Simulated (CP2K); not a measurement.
A run of CP2K 2026.2 is set up as follows.

Contents of au_workfunction.inp:

```
&GLOBAL
  PROJECT au_workfunction
  RUN_TYPE ENERGY_FORCE
  PRINT_LEVEL LOW
&END GLOBAL
&FORCE_EVAL
  METHOD QS
  &DFT
    BASIS_SET_FILE_NAME BASIS_MOLOPT_UZH
    POTENTIAL_FILE_NAME POTENTIAL_UZH
    &MGRID
      CUTOFF 500
      REL_CUTOFF 60
      NGRIDS 4
    &END MGRID
    &QS
      METHOD GPW
      EPS_DEFAULT 1.0E-10
    &END QS
    &KPOINTS
      SCHEME MONKHORST-PACK 11 11 1
      GAMMA_CENTERED T
      SYMMETRY T
      SYMMETRY_BACKEND SPGLIB
    &END KPOINTS
    &SCF
      SCF_GUESS ATOMIC
      EPS_SCF 1.0E-6
      MAX_SCF 100
      ADDED_MOS 36
      CHOLESKY OFF
      EPS_EIGVAL 1.0E-7
      &DIAGONALIZATION ON
        ALGORITHM STANDARD
      &END DIAGONALIZATION
      &MIXING ON
        METHOD BROYDEN_MIXING
        ALPHA 0.2
        BETA 1.5
        NBUFFER 8
      &END MIXING
      &SMEAR ON
        METHOD FERMI_DIRAC
        ELECTRONIC_TEMPERATURE 580.23
      &END SMEAR
    &END SCF
    &XC
      &XC_FUNCTIONAL
        &GGA_X_PBE
        &END GGA_X_PBE
        &GGA_C_PBE
        &END GGA_C_PBE
      &END XC_FUNCTIONAL
    &END XC
    &PRINT
      &KPOINTS ON
      &END KPOINTS
      &MULLIKEN ON
      &END MULLIKEN
      &MO ON
        ENERGIES T
        OCCUPATION_NUMBERS T
        &EACH
          QS_SCF 0
        &END EACH
        ADD_LAST NUMERIC
      &END MO
      &LOWDIN ON
      &END LOWDIN
      &HIRSHFELD ON
        SHAPE_FUNCTION DENSITY
      &END HIRSHFELD
      &E_DENSITY_CUBE ON
        STRIDE 2
      &END E_DENSITY_CUBE
      &V_HARTREE_CUBE ON
        STRIDE 2
      &END V_HARTREE_CUBE
      &ELF_CUBE ON
        STRIDE 2
      &END ELF_CUBE
    &END PRINT
  &END DFT
  &SUBSYS
    &CELL
      A 2.8999984105 0.0000000000 0.0000000000
      B -1.4499992052 2.5114722944 0.0000000000
      C 0.0000000000 0.0000000000 27.2000000000
      PERIODIC XYZ
    &END CELL
    &COORD
      SCALED
      Au  0.3333333333 0.6666666666 0.2757352941
      Au  0.6666666667 0.3333333334 0.3654411765
      Au  0.3333333333 0.6666666666 0.4551470588
      Au  0.6666666667 0.3333333334 0.5448529412
      Au  0.3333333333 0.6666666666 0.6345588235
      Au  0.6666666667 0.3333333334 0.7242647059
    &END COORD
    &KIND Au
      BASIS_SET TZVP-MOLOPT-PBE-GTH-q11
      POTENTIAL GTH-PBE-q11
    &END KIND
    &PRINT
      &ATOMIC_COORDINATES ON
      &END ATOMIC_COORDINATES
      &CELL ON
      &END CELL
    &END PRINT
  &END SUBSYS
  &PRINT
    &FORCES ON
    &END FORCES
  &END PRINT
&END FORCE_EVAL
```

Potentials or basis: POTENTIAL_UZH Au GTH-PBE-q11; TZVP-MOLOPT-PBE-GTH basis.

Command:

```console
$ OMP_NUM_THREADS=1 mpirun -n 2 cp2k.psmp -i au_workfunction.inp -o au_workfunction.out
```

(1) Estimate the work function.

(2) Predict the work function of the upper face.

(3) Predict the work function of the lower face.

(4) Predict the band gap on the k mesh.

Results:

(1) 5.35 eV.

(2) 5.35 eV.

(3) 5.35 eV.

(4) none (metal or under the smearing width).

Caveat: the basis of atomic orbitals isn't converged, which shifts pressures, moduli and gaps.
